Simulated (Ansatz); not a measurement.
# TiCo: the cost of one run

Method: DFT PBEsol, scalar-relativistic, plane waves, PAW, in Ansatz 0.2.0.

2 further runs of the same task are left out: 2 set aside as unsound or not needed.

## (1) The system as given

The structure is cubic, space group Pm-3m (No. 221). Conventional cell: a = 2.939 Å, b = 2.939 Å, c = 2.939 Å, α = 90.00°, β = 90.00°, γ = 90.00°. Ti (site symmetry m-3m) is surrounded by 8 Co at 2.54 Å. Around Co (site symmetry m-3m) lie 8 Ti at 2.54 Å.

As a file:

```cif
data_structure
_symmetry_space_group_name_H-M 'Pm-3m'
_symmetry_Int_Tables_number 221
_cell_length_a 2.9385
_cell_length_b 2.9385
_cell_length_c 2.9385
_cell_angle_alpha 90.000
_cell_angle_beta 90.000
_cell_angle_gamma 90.000
_cell_volume 25.37
loop_
_atom_site_label
_atom_site_type_symbol
_atom_site_symmetry_multiplicity
_atom_site_Wyckoff_symbol
_atom_site_fract_x
_atom_site_fract_y
_atom_site_fract_z
_atom_site_occupancy
Ti1 Ti 1 a 0.00000 0.00000 0.00000 1
Co1 Co 1 b 0.50000 0.50000 0.50000 1
```

It goes back to an entry of the Materials Project, which need not be the stable form.

This cell was relaxed beforehand with the same method: volume 12.69 Å³/atom, gap on the mesh none (metal), site moments up to 0.7 μB.

## (2) Static run: bands, density of states and charges

File input.yaml:

```yaml
crystal:
  lattice:
    - [2.9385053313, 0.0, 0.0]
    - [0.0, 2.9385053313, 0.0]
    - [0.0, 0.0, 2.9385053313]
  atoms:
    - { symbol: Ti, position: [0.0, 0.0, 0.0] }
    - { symbol: Co, position: [0.5, 0.5, 0.5], spin: 0.75 }
basis:
  ecutwfc: 420
kpoints:
  mp_grid: { grid: [14, 14, 14] }
  band_path:
    path:
      - [[0.0, 0.0, 0.0], [0.0, 0.5, 0.0], [0.5, 0.5, 0.0], [0.0, 0.0, 0.0], [0.5, 0.5, 0.5], [0.0, 0.5, 0.0]]
      - [[0.5, 0.5, 0.5], [0.5, 0.5, 0.0]]
    npoints: 14
hamiltonian:
  xc: pbesol
scf:
  occupations: { method: gaussian, width: 0.1 }
  n_extra_bands: 6
output:
  forces: true
  stress: true
  eigenvalues: true
  populations: true
  dos: { projected: true, de: 0.02, nscf_kmesh: { grid: [21, 21, 21] } }
  bader: true
  write_density: true
  write_potential: true
  elf: true
  volumetric_format: npy
magnetization:
  spin_polarized: true
checkpoint:
  read: start.run
  write: ck
  compress: false
  write_wavefunctions: false
  write_every: 100000
```

Started as:

```
$ ansatz run input.yaml --threads 1 --pin off --max-ram 2560MiB --backend cpu --events-out ev --progress --plain --runs-dir out
```

**Question.** How long does this run take on 1 thread of Arm Neoverse V1, shared host, and how much memory does it need?

About 30 s, with a peak of 0.41 GiB.
